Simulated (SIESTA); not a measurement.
Runs of SIESTA 5.4.2 on KF (Carobbiite). The structure is cubic, space group Fm-3m (No. 225). Conventional cell: a = 5.344 Å, b = 5.344 Å, c = 5.344 Å, α = 90.00°, β = 90.00°, γ = 90.00°. K (site symmetry m-3m) has 6 F at 2.67 Å as nearest neighbours. Around F (site symmetry m-3m) lie 6 K at 2.67 Å. 

| task | level | potentials or basis | gap on the mesh (eV) | pressure (GPa) | V0 of scaled cells (Å³/atom) | B0 (GPa) |
| --- | --- | --- | --- | --- | --- | --- |
| equation of state | PBEsol | PseudoDojo 0.4 standard (PBEsol files), DZP (energy shift 0.003 Ry; two zetas on semicore shells; d shell added on K) | - | - | (a) | 39 |
| single point | PBEsol | PseudoDojo 0.4 standard (PBEsol files), DZP (energy shift 0.003 Ry; two zetas on semicore shells; d shell added on K) | 6.03 | -1.3 | - | - |
| equation of state | PBE | PseudoDojo 0.4 standard (PBE files), DZP (energy shift 0.003 Ry; two zetas on semicore shells; d shell added on K) | - | - | 19.56 | 33 |
| single point | PBE | PseudoDojo 0.4 standard (PBE files), DZP (energy shift 0.003 Ry; two zetas on semicore shells; d shell added on K) | (b) | 0.9 | - | - |

Alike in all rows: no spin polarisation; cell as given; k mesh 9 × 9 × 9; smearing fermi-dirac 0.05 eV; grid cutoff 800 Ry; energy shift 0.003 Ry.

Problem. Estimate the missing entries.

Solution. (a) 18.39; (b) 6.16.

Caveats: the basis of atomic orbitals isn't converged, which shifts pressures, moduli and gaps; an odd mesh through Γ misses points on the zone boundary, where band edges often lie (some runs).

Not every run made on this cell is shown here.
